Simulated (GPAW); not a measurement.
# NaF (Villiaumite) in GPAW: the effect of functional

NaF (Villiaumite):

```
Na F
1.0
     0.00000    2.32000    2.32000
     2.32000    0.00000    2.32000
     2.32000    2.32000    0.00000
Na F
1 1
Direct
  0.00000 0.00000 0.00000
  0.50000 0.50000 0.50000
```

Alike in all runs:

- Program: GPAW 26.7.0
- Task: band structure
- Cutoff: 800 eV
- Basis: pw
- k mesh: 10 × 10 × 10
- Occupations: fermi-dirac, width 0.05 eV
- Spin: no spin polarisation

Q: One run gave: gap on the mesh 6.16 eV. Which functional did it use?
A. PBEsol
B. vdW-DF2
C. revPBE
D. AM05
E. PW91

A: A.

```tsv
functional	potentials or basis	gap on the mesh (eV)
LDA	the program's PAW data sets (release 1.2.1) made for this functional	5.94
PBE	GPAW PAW data sets (gpaw-data 1.2.1)	6.31
vdW-DF2	GPAW PAW data sets (gpaw-data 1.2.1)	6.25
AM05	PAW data sets generated in the run's folder for this functional	6.37
r2SCAN	GPAW PAW data sets (gpaw-data 1.2.1)	7.11
SCAN	GPAW PAW data sets (gpaw-data 1.2.1)	7.00
PBEsol	PAW data sets generated in the run's folder for this functional	6.16
PW91	PAW data sets generated in the run's folder for this functional	6.36
revPBE	the program's PAW data sets (release 1.2.1) made for this functional	6.60
```

